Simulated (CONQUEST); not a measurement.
**Be under changes of volume**

One of the cells (8.105 Å³/atom); the others are scaled copies at fixed shape and fractional positions:

```
Be
1.0
     2.28530    0.00000    0.00000
     0.00000    3.58420    0.00000
     0.00000    0.00000    3.95826
Be
4
Direct
  0.00000 0.75000 0.33333
  0.50000 0.75000 0.83333
  0.00000 0.25000 0.66667
  0.50000 0.25000 0.16667
```

| Property | Result |
| --- | --- |
| Program | CONQUEST 1.3 |
| Functional | PBE |
| Potentials or basis | PseudoDojo NC PBE, DZP, grid of 24 × 36 × 40 points |
| k mesh | 11 × 8 × 7 |
| Occupations | fermi-dirac, width 0.05 eV |
| Spin | no spin polarisation |

```csv
volume (Å³/atom),energy over the lowest point (meV/atom),pressure (GPa),largest force (eV/Å)
7.619,9.61,7.4,0.052
7.781,3.68,4.4,0.049
7.943,0.56,1.8,0.046
8.105,0.00,-0.6,0.042
8.268,1.77,-2.8,0.036
8.430,5.69,-4.9,0.029
8.592,?,?,?
```

Problem. What does the run at 8.592 Å³/atom give?

Solution. Energy over the lowest point 11.57 meV/atom; pressure -6.7 GPa; largest force 0.019 eV/Å.

Worked out: A Birch-Murnaghan fit of order 3 (a polynomial in V^(-2/3)) to the other rows has its minimum at 8.06 Å³/atom with B0 = V·E''(V) = 118 GPa and B' = 3.5 at fixed shape and positions, which overstates the stiffness. It gives 11.54 meV/atom at 8.592 Å³/atom, against the run's 11.57, and -dE/dV = -6.7 GPa, against -6.7.

Energies are extrapolated to zero smearing.

Caveats: the basis of atomic orbitals isn't converged, which shifts pressures, moduli and gaps.
